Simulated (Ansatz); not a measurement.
**What a trial cell of P relaxes into**

Method: Ansatz 0.2.0, DFT PBE, scalar-relativistic, plane waves, PAW. Cutoff 420 eV, Gaussian smearing, Γ-centred meshes. Cell and atoms relax first on a coarse mesh and then on a finer one. In between, the cell is made exact in the group found at 0.06 Å. In metals the finer mesh still leaves noise of several meV/atom or more. The steps can't lower the symmetry of their start. No spin polarisation.

The guess for P was made by a generator: random cell by space group and Wyckoff sites (P4/mmm, No. 123). Its size is a rough estimate.

```
P
1.0
     2.13760    0.00000    0.00000
     0.00000    2.13760    0.00000
     0.00000    0.00000    3.86798
P
1
Direct
  0.00000 0.00000 0.50000
```

Energies count from the standard state of P at the same level. The references include black phosphorus.

Q: What does it relax into?

A: The symmetry goes from P4/mmm (No. 123) to Pm-3m (No. 221). The end has the simple cubic type. The volume per atom shrinks by 17.3 %, from 17.7 to 14.6 Å³. The shortest distance goes from 2.14 Å (P–P) to 2.44 Å (P–P). The energy falls by about 0.72 eV/atom (the start's value is from the coarse mesh). The end is written in a standard setting, so origin, axes and order of atoms can differ from the start's. Conventional cell: a = 2.445 Å. P has 6 P at 2.44 Å.

Space group Pm-3m (No. 221). a = 2.445 Å, b = 2.445 Å, c = 2.445 Å, α = 90.00°, β = 90.00°, γ = 90.00°
| atom | site | symmetry | x | y | z |
| --- | --- | --- | --- | --- | --- |
| P | 1a | m-3m | 0.0000 | 0.0000 | 0.0000 |

Q: Give its energy and gap.

A: The energy over the standard state is +0.09 eV/atom and the gap on the 22×22×24 mesh of the 1-atom cell is 0 eV (a metal).

So it is a metastable form at best.

The last run used Gaussian smearing of 0.10 eV. The reference form of P is held partly by dispersion forces, which this level lacks. A later test with randomly moved atoms led to a structure 48 meV/atom lower, so this end is a saddle point or a shallow minimum.
